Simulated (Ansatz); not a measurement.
System: tetradymite Sb₂Te₃. Method: PBE-D3(BJ) (Ansatz, a program for electronic structure, plane waves, PAW).

Settings: plane-wave cutoff 520 eV, 10×10×10 k mesh, Fermi–Dirac smearing 0.01 eV, scalar-relativistic PAW data made under PBE.

Cell (relaxed at this level):

```xyz
5
Lattice="10.0222 -2.1378 -0.0294 10.0222 2.1378 -0.0294 9.5770 0.0000 3.6466" Properties=species:S:1:pos:R:3 pbc="T T T"
Sb    11.8200     0.0000     1.4316
Sb    17.8014     0.0000     2.1561
Te     0.0000     0.0000     0.0000
Te     6.2265     0.0000     0.7542
Te    23.3948     0.0000     2.8335
```

### Question
Estimate the bulk modulus, band gap and pressure derivative B′ of the bulk modulus that the calculation returns.

### Answer

- bulk modulus = 39.4 GPa
- band gap = 0.08 eV
- pressure derivative B′ of the bulk modulus = 8.9

Measured, for comparison: band gap 0.3 eV (temperature not stated, no zero-point or thermal correction, compiled measured gap; kind and temperature not stated, our sources range from 0.17 to 0.30; as tabulated in Kothakonda et al. (2022), arXiv:2208.02841); bulk modulus 36.1 ± 0.9 GPa (temperature not stated, no zero-point or thermal correction; as tabulated in Sans et al. (2019), arXiv:1907.08317). Computed (rounded) less measured: bulk modulus +9 %. A static lattice is as a rule a little smaller and stiffer than an uncorrected measurement, which narrows the difference in the bulk modulus and would widen misses of the other sign.

Note: the bulk modulus comes from volumes at which shape and atoms were relaxed.

Spin–orbit coupling is not included; it can close the smallest gap of 0.08 eV.

Static lattice: no zero-point or thermal effects.
